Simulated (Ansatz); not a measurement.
GaN under changes of volume

One of the cells (11.310 Å³/atom); the others are scaled copies at fixed shape and fractional positions:

```
CELL_PARAMETERS angstrom
3.18000 0.00000 0.00000
-1.59000 2.75396 0.00000
0.00000 0.00000 5.16600
ATOMIC_POSITIONS crystal
Ga 0.66667 0.33333 0.50000
Ga 0.33333 0.66667 0.00000
N 0.66667 0.33333 0.87500
N 0.33333 0.66667 0.37500
```

- Program: Ansatz 0.2.0
- Functional: PBEsol
- Potentials or basis: all-electron LAPW, scalar-relativistic
- Cutoff: 428 eV (chosen from the basis error)
- Basis error allowed: 0.001 eV/atom
- k mesh: 10 × 10 × 5
- Occupations: fermi-dirac, width 0.05 eV
- Spin: no spin polarisation

| volume (Å³/atom) | energy over the lowest point (meV/atom) | pressure (GPa) | gap on the mesh (eV) | largest force (eV/Å) |
| --- | --- | --- | --- | --- |
| 10.632 | 31.71 | 14.7 | 2.34 | 0.150 |
| 10.858 | 14.60 | 9.6 | 2.20 | 0.144 |
| 11.084 | ? | ? | ? | ? |
| 11.310 | 0.00 | 1.0 | 1.92 | 0.133 |
| 11.537 | 1.19 | -2.6 | 1.79 | 0.127 |
| 11.763 | 7.29 | -5.9 | 1.66 | 0.122 |
| 11.989 | 17.80 | -8.9 | 1.54 | 0.117 |

What does the run at 11.084 Å³/atom give?

Energy over the lowest point 4.27 meV/atom; pressure 5.1 GPa; gap on the mesh 2.06 eV; largest force 0.138 eV/Å.

Worked out: A Birch-Murnaghan fit of order 3 (a polynomial in V^(-2/3)) to the other rows has its minimum at 11.37 Å³/atom with B0 = V·E''(V) = 189 GPa and B' = 4.4 at fixed shape and positions, which overstates the stiffness. It gives 4.26 meV/atom at 11.084 Å³/atom, against the run's 4.27, and -dE/dV = 5.1 GPa, against 5.1. A straight line through the other rows of the gap, of slope -6.69 eV per unit of ln V (its deformation potential), gives 2.06 eV, against the run's 2.06.

Energies are extrapolated to zero smearing.

Spin-orbit coupling on Ga is left out.
